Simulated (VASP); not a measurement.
# Band gap of In2O3 at several levels of theory, part 3 of 3

Aim: the gap of In2O3 on one structure at many levels of theory. The starting structure is a measured crystal structure from the Crystallography Open Database. The atoms were first relaxed with LDA in that cell, in a run that isn't shown, and the relaxed structure is the one below. Meshes and data sets differ where the inputs say so.

VASP 6.6.1.

Results so far: LDA 1.199 eV; PBE 1.292 eV; r2SCAN 1.888 eV; TB-mBJ 3.257 eV; LDA + spin-orbit coupling 1.199 eV.

## (7) Bands with r2SCAN + spin-orbit coupling

Level of this step: r2SCAN, spin-orbit coupling; plane waves and PAW (In_d, O) (VASP).

This run uses a 4×4×4 mesh.

Contents of INCAR:

```
SYSTEM = In2O3
PREC = Accurate
ENCUT = 460
EDIFF = 1E-06
NELM = 100
ISMEAR = 0
SIGMA = 0.03
LREAL = .FALSE.
ALGO = Normal
METAGGA = R2SCAN
LASPH = .TRUE.
LNONCOLLINEAR = .TRUE.
MAGMOM = 0 0 0 0 0 0 0 0 0 0 0 0 0 0 0 0 0 0 0 0 0 0 0 0 0 0 0 0 0 0
NBANDS = 108
GGA_COMPAT = .FALSE.
LSORBIT = .TRUE.
LORBIT = 11
LWAVE = .FALSE.
LCHARG = .FALSE.
KPAR = 8
NCORE = 2
```

Contents of POSCAR:

```
In2O3
1.0
    2.7435000000      1.5839604635      4.8366666667
   -2.7435000000      1.5839604635      4.8366666667
    0.0000000000     -3.1679209270      4.8366666667
In O
4 6
Direct
    0.8570255814      0.8570255814      0.8570255814
    0.6429744186      0.6429744186      0.6429744186
    0.1429744186      0.1429744186      0.1429744186
    0.3570255814      0.3570255814      0.3570255814
    0.0459967389      0.7500000000      0.4540032611
    0.7500000000      0.4540032611      0.0459967389
    0.4540032611      0.0459967389      0.7500000000
    0.9540032611      0.2500000000      0.5459967389
    0.2500000000      0.5459967389      0.9540032611
    0.5459967389      0.9540032611      0.2500000000
```

Contents of KPOINTS:

```
Automatic mesh
0
Gamma
4 4 4
0 0 0
```

Contents of KPOINTS_OPT:

```
Line mode
8
Line-mode
Reciprocal
  0.00000000   0.00000000   0.00000000 GAMMA
  0.50000000   0.00000000   0.00000000 L

  0.50000000   0.00000000   0.00000000 L
  0.50000000   0.23816651  -0.23816651 B1

  0.76183349   0.50000000   0.23816651 B
  0.50000000   0.50000000   0.50000000 Z

  0.50000000   0.50000000   0.50000000 Z
  0.00000000   0.00000000   0.00000000 GAMMA

  0.00000000   0.00000000   0.00000000 GAMMA
  0.36908326   0.00000000  -0.36908326 X

  0.63091674   0.36908326   0.00000000 Q
  0.50000000   0.50000000   0.00000000 F

  0.50000000   0.50000000   0.00000000 F
  0.63091674   0.63091674   0.23816651 P1

  0.63091674   0.63091674   0.23816651 P1
  0.50000000   0.50000000   0.50000000 Z

  0.50000000   0.00000000   0.00000000 L
  0.76183349   0.36908326   0.36908326 P
```

The projector-augmented-wave data sets are In_d and O (PBE family, release 64).

Command:

```console
$ mpirun -np 16 vasp_ncl
```

Log:

```text
[banner, memory and clock lines left out]
running   16 mpi-ranks, on    1 nodes
[...]
[... a notice as in an earlier step ...]

 LDA part: xc-table for (None), standard interpolation
 POSCAR, INCAR and KPOINTS ok, starting setup
[...]
entering main loop
       N       E                     dE             d eps       ncg     rms          rms(c)
DAV:   1     0.130723394249E+04    0.13072E+04   -0.36254E+04  2856   0.223E+03
DAV:   2     0.181266830487E+03   -0.11260E+04   -0.10723E+04  2832   0.669E+02
DAV:   3    -0.138456385660E+03   -0.31972E+03   -0.30417E+03  3004   0.306E+02
DAV:   4    -0.174927400470E+03   -0.36471E+02   -0.35733E+02  3760   0.112E+02
[...]
DAV:  13    -0.144569772234E+03    0.87684E-04   -0.27623E-04  4048   0.194E-01    0.110E-01
DAV:  14    -0.144569770364E+03    0.18698E-05   -0.43391E-05  3436   0.358E-02    0.774E-02
DAV:  15    -0.144569770966E+03   -0.60169E-06   -0.23812E-06  2744   0.184E-02
   1 F= -.14456977E+03 E0= -.14456977E+03  d E =-.466724E-11  mag=     0.0000    -0.0000    -0.0000
 Start KPOINTS_OPT (optional k-point list driver)
k-point batch [1-13\72]
       N       E                     dE             ncg
DAV:   1     0.148030809063E+05   -0.72876E+02     2916
DAV:   2     0.303969754112E+03   -0.14499E+05     2848
DAV:   3    -0.359250268130E+04   -0.38965E+04     3000
DAV:   4    -0.402689360425E+04   -0.43439E+03     3632
[...]
DAV:   8    -0.404181813189E+04   -0.51689E-03     4408
DAV:   9    -0.404181815244E+04   -0.20545E-04     4160
DAV:  10    -0.404181815303E+04   -0.59206E-06     2096
[...]
k-point batch [66-72\72]
       N       E                     dE             ncg
DAV:   1     0.178393083622E+05   -0.54136E+04     1576
DAV:   2     0.100885047883E+05   -0.77508E+04     1520
DAV:   3     0.796660752265E+04   -0.21219E+04     1620
DAV:   4     0.773959513454E+04   -0.22701E+03     1936
[...]
DAV:   8     0.773165058960E+04   -0.23512E-03     2360
DAV:   9     0.773165058015E+04   -0.94545E-05     2096
DAV:  10     0.773165057966E+04   -0.48658E-06     1224
```

It took 5.5 min on 16 MPI ranks of Intel Xeon 6975P-C (Granite Rapids), shared host; peak memory 8.5 GiB.

From OUTCAR (step 7):

```text
  Total        2.1378533      2.1378533      1.8584521      0.0000000      0.0000000      0.0000000
  in kB       27.1607513     27.1607513     23.6110472      0.0000000      0.0000000      0.0000000
  external PRESSURE =      25.9775166 kB  Pullay stress =       0.0000000 kB

 POSITION                                       TOTAL-FORCE (eV/Angst)
 -----------------------------------------------------------------------------------
      0.00000      0.00000     12.43544         0.000000      0.000000      0.073198
      0.00000      0.00000      9.32956         0.000000      0.000000     -0.073198
      0.00000      0.00000      2.07456         0.000000      0.000000     -0.073198
      0.00000      0.00000      5.18044         0.000000      0.000000      0.073198
     -1.93143     -0.17742      6.04583         0.027832      0.048207      0.000000
      0.81207      1.76138      6.04583         0.027832     -0.048207      0.000000
      1.11937     -1.58396      6.04583        -0.055664      0.000000     -0.000000
      1.93143      0.17742      8.46417        -0.027832     -0.048207      0.000000
     -0.81207     -1.76138      8.46417        -0.027832      0.048207      0.000000
     -1.11937      1.58396      8.46417         0.055664      0.000000      0.000000
 -----------------------------------------------------------------------------------
    total drift:                               -0.000000     -0.000000     -0.000000

  FREE ENERGIE OF THE ION-ELECTRON SYSTEM (eV)
  ---------------------------------------------------
  free  energy   TOTEN  =      -144.5697709658 eV

  energy  without entropy=     -144.5697709658  energy(sigma->0) =     -144.56977097

 magnetization (x)
# of ion       s       p       d       tot
------------------------------------------
    1        0.000   0.000   0.000   0.000
    2        0.000   0.000   0.000   0.000
    3        0.000   0.000   0.000   0.000
    4        0.000   0.000   0.000   0.000
    5       -0.000  -0.000   0.000  -0.000
    6       -0.000  -0.000   0.000  -0.000
    7        0.000   0.000   0.000   0.000
    8       -0.000  -0.000   0.000  -0.000
    9       -0.000  -0.000   0.000  -0.000
   10        0.000   0.000   0.000   0.000
--------------------------------------------------
tot          0.000  -0.000   0.000  -0.000

 magnetization (y)
# of ion       s       p       d       tot
------------------------------------------
    1       -0.000   0.000   0.000   0.000
    2        0.000  -0.000  -0.000  -0.000
    3       -0.000   0.000   0.000   0.000
    4        0.000  -0.000  -0.000  -0.000
    5       -0.000  -0.000   0.000  -0.000
    6        0.000   0.000   0.000   0.000
    7        0.000   0.000   0.000   0.000
    8       -0.000  -0.000   0.000  -0.000
    9        0.000   0.000   0.000   0.000
   10        0.000   0.000   0.000   0.000
--------------------------------------------------
tot         -0.000  -0.000  -0.000  -0.000

 magnetization (z)
# of ion       s       p       d       tot
------------------------------------------
    1       -0.000  -0.000  -0.000  -0.000
    2        0.000   0.000   0.000   0.000
    3       -0.000  -0.000  -0.000  -0.000
    4        0.000   0.000   0.000   0.000
    5        0.000  -0.000   0.000  -0.000
    6       -0.000   0.000   0.000   0.000
    7        0.000   0.000   0.000   0.000
    8        0.000  -0.000   0.000  -0.000
    9       -0.000   0.000   0.000   0.000
   10        0.000   0.000   0.000   0.000
--------------------------------------------------
tot          0.000   0.000  -0.000   0.000

[... 2 parts as in an earlier step ...]

[... 1 further part left out ...]
[key lines of the parts left out:]
E-fermi :   5.3697
```

r2SCAN + spin-orbit coupling gives a least gap of 1.888 eV, and a least direct gap of 1.902 eV. The least gap is +0.000 eV from that of r2SCAN, on another mesh, which alone can move a gap by some hundredths of an eV.

## (8) Bands with TB-mBJ + spin-orbit coupling

This run uses a 4×4×4 mesh.

INCAR: that of step 7 with these lines changed.

```diff
@@ -4,3 +4,3 @@
 EDIFF = 1E-06
-NELM = 100
+NELM = 150
 ISMEAR = 0
@@ -9,3 +9,3 @@
 ALGO = Normal
-METAGGA = R2SCAN
+METAGGA = MBJ
 LASPH = .TRUE.
```

POSCAR is that of step 7.

KPOINTS is that of step 7.

KPOINTS_OPT is that of step 7.

Command:

```console
$ mpirun -np 16 vasp_ncl
```

Log:

```text
[... set-up lines as in an earlier step ...]
 entering main loop
       N       E                     dE             d eps       ncg     rms          rms(c)
DAV:   1     0.256310979005E+04    0.25631E+04   -0.35154E+04  2836   0.213E+03
DAV:   2     0.148722712314E+04   -0.10759E+04   -0.10223E+04  2808   0.632E+02
DAV:   3     0.118221860900E+04   -0.30501E+03   -0.28919E+03  2980   0.296E+02
DAV:   4     0.114421329942E+04   -0.38005E+02   -0.37328E+02  3904   0.112E+02
[...]
DAV:  80     0.116275044835E+04    0.30743E-05   -0.40838E-11  1416   0.463E-05    0.706E-06
DAV:  81     0.116275045253E+04    0.41865E-05   -0.61563E-12  1416   0.226E-05    0.117E-05
DAV:  82     0.116275045154E+04   -0.99521E-06   -0.31816E-11  1416   0.190E-05
   1 F= 0.11627505E+04 E0= 0.11627505E+04  d E =-.147479E-25  mag=     0.0000     0.0000     0.0000
 Start KPOINTS_OPT (optional k-point list driver)
k-point batch [1-13\72]
       N       E                     dE             ncg
DAV:   1     0.162027904513E+05    0.13268E+04     2988
DAV:   2     0.167059377977E+04   -0.14532E+05     2856
DAV:   3    -0.216285277774E+04   -0.38334E+04     3040
DAV:   4    -0.253304332952E+04   -0.37019E+03     3488
[...]
DAV:   9    -0.254849126670E+04   -0.12312E-03     4752
DAV:  10    -0.254849127316E+04   -0.64572E-05     3272
DAV:  11    -0.254849127368E+04   -0.52801E-06     2184
[...]
k-point batch [66-72\72]
       N       E                     dE             ncg
DAV:   1     0.186459134526E+05   -0.46070E+04     1568
DAV:   2     0.108476432559E+05   -0.77983E+04     1512
DAV:   3     0.874664617166E+04   -0.21010E+04     1628
DAV:   4     0.854590852169E+04   -0.20074E+03     1864
[...]
DAV:   9     0.853718358649E+04   -0.79774E-04     2560
DAV:  10     0.853718358227E+04   -0.42122E-05     1928
DAV:  11     0.853718358199E+04   -0.28199E-06     1184
```

Wall time 5.8 min (16 MPI ranks); peak memory 8.9 GiB.

From OUTCAR (step 8):

```text
  Total     -432.3167126   -432.3167126   -428.2200040     -0.0000000      0.0000000      0.0000000
  in kB    -5492.4472865  -5492.4472863  -5440.3998974     -0.0000000      0.0000000      0.0000000
  external PRESSURE =   -5475.0981567 kB  Pullay stress =       0.0000000 kB

 POSITION                                       TOTAL-FORCE (eV/Angst)
 -----------------------------------------------------------------------------------
      0.00000      0.00000     12.43544         0.000000     -0.000000     -0.491889
      0.00000      0.00000      9.32956         0.000000     -0.000000      0.491889
      0.00000      0.00000      2.07456         0.000000     -0.000000      0.491889
      0.00000      0.00000      5.18044         0.000000      0.000000     -0.491889
     -1.93143     -0.17742      6.04583        -0.035637     -0.061725     -0.000000
      0.81207      1.76138      6.04583        -0.035637      0.061725     -0.000000
      1.11937     -1.58396      6.04583         0.071274     -0.000000     -0.000000
      1.93143      0.17742      8.46417         0.035637      0.061725     -0.000000
     -0.81207     -1.76138      8.46417         0.035637     -0.061725     -0.000000
     -1.11937      1.58396      8.46417        -0.071274     -0.000000     -0.000000
 -----------------------------------------------------------------------------------
    total drift:                               -0.000000     -0.000000     -0.000000

  FREE ENERGIE OF THE ION-ELECTRON SYSTEM (eV)
  ---------------------------------------------------
  free  energy   TOTEN  =      1162.7504515397 eV

  energy  without entropy=     1162.7504515397  energy(sigma->0) =     1162.75045154

 magnetization (x)
# of ion       s       p       d       tot
------------------------------------------
    1       -0.000   0.000   0.000   0.000
    2       -0.000  -0.000  -0.000  -0.000
    3       -0.000   0.000  -0.000  -0.000
    4       -0.000  -0.000  -0.000  -0.000
    5        0.000   0.000   0.000   0.000
    6        0.000   0.000   0.000   0.000
    7       -0.000  -0.000   0.000  -0.000
    8        0.000   0.000   0.000   0.000
    9        0.000   0.000   0.000   0.000
   10       -0.000  -0.000   0.000  -0.000
--------------------------------------------------
tot         -0.000   0.000  -0.000   0.000

 magnetization (y)
# of ion       s       p       d       tot
------------------------------------------
    1        0.000   0.000  -0.000   0.000
    2        0.000  -0.000   0.000  -0.000
    3        0.000   0.000  -0.000   0.000
    4        0.000  -0.000   0.000  -0.000
    5        0.000   0.000   0.000   0.000
    6       -0.000  -0.000   0.000  -0.000
    7        0.000   0.000   0.000   0.000
    8        0.000   0.000   0.000   0.000
    9       -0.000  -0.000   0.000  -0.000
   10       -0.000   0.000   0.000  -0.000
--------------------------------------------------
tot         -0.000  -0.000  -0.000  -0.000

 magnetization (z)
# of ion       s       p       d       tot
------------------------------------------
    1        0.000  -0.000   0.000   0.000
    2       -0.000   0.000  -0.000  -0.000
    3        0.000  -0.000   0.000   0.000
    4       -0.000   0.000  -0.000  -0.000
    5       -0.000  -0.000   0.000  -0.000
    6        0.000   0.000   0.000   0.000
    7        0.000   0.000   0.000   0.000
    8       -0.000  -0.000   0.000  -0.000
    9        0.000   0.000   0.000   0.000
   10        0.000   0.000   0.000   0.000
--------------------------------------------------
tot          0.000   0.000  -0.000   0.000

[... 2 parts as in an earlier step ...]

[... 1 further part left out ...]
[key lines of the parts left out:]
E-fermi :   6.5507
```

TB-mBJ + spin-orbit coupling gives a direct gap of 3.241 eV. The least gap is -0.017 eV from that of TB-mBJ, on another mesh, which alone can move a gap by some hundredths of an eV.

## (9) All runs side by side

```
                       level  gap (eV)  least direct gap (eV)   mesh  core minutes
                         LDA     1.199                  1.239  6×6×6          8.53
                         PBE     1.292                  1.329  6×6×6          9.33
                      r2SCAN     1.888                  1.913  6×6×6          22.9
                      TB-mBJ     3.257                  3.257  6×6×6          20.5
   LDA + spin-orbit coupling     1.199                  1.229  4×4×4          29.3
r2SCAN + spin-orbit coupling     1.888                  1.902  4×4×4          88.0
TB-mBJ + spin-orbit coupling     3.241                  3.241  4×4×4          92.8
```

Core minutes are wall time times ranks of the run shown, on a shared host.

## (10) What came out

- gap, LDA: 1.199 eV
- gap, PBE: 1.292 eV
- gap, r2SCAN: 1.888 eV
- gap, TB-mBJ: 3.257 eV
- gap, LDA + spin-orbit coupling: 1.199 eV
- gap, r2SCAN + spin-orbit coupling: 1.888 eV
- gap, TB-mBJ + spin-orbit coupling: 3.241 eV

In words: Without spin-orbit coupling the gap of In2O3 runs from 1.199 eV (LDA) to 3.257 eV (TB-mBJ). Spin-orbit coupling changes the LDA gap by +0.000 eV, on another mesh, which alone can move a gap by some hundredths of an eV. Spin-orbit coupling changes the r2SCAN gap by +0.000 eV, on another mesh, which alone can move a gap by some hundredths of an eV. Spin-orbit coupling changes the TB-mBJ gap by -0.017 eV, on another mesh, which alone can move a gap by some hundredths of an eV. The levels disagree on whether the gap is direct; it is with TB-mBJ. These are gaps between Kohn-Sham or generalised Kohn-Sham levels of a static lattice, without excitons or temperature. Further runs on this material are not shown.

[Lines on the potential files, build, host, timing and source positions are cut from VASP's logs without a mark.]

[Logs are printed without paths, hosts, clocks, repeated set-up lines and the standing remarks that a program may print on its own settings, such as how far it seeks lower states.]

[Hosts, paths, dates, database ids (printed as entryN), source tags and the programs' standing remarks are cut or masked in the printed files.]
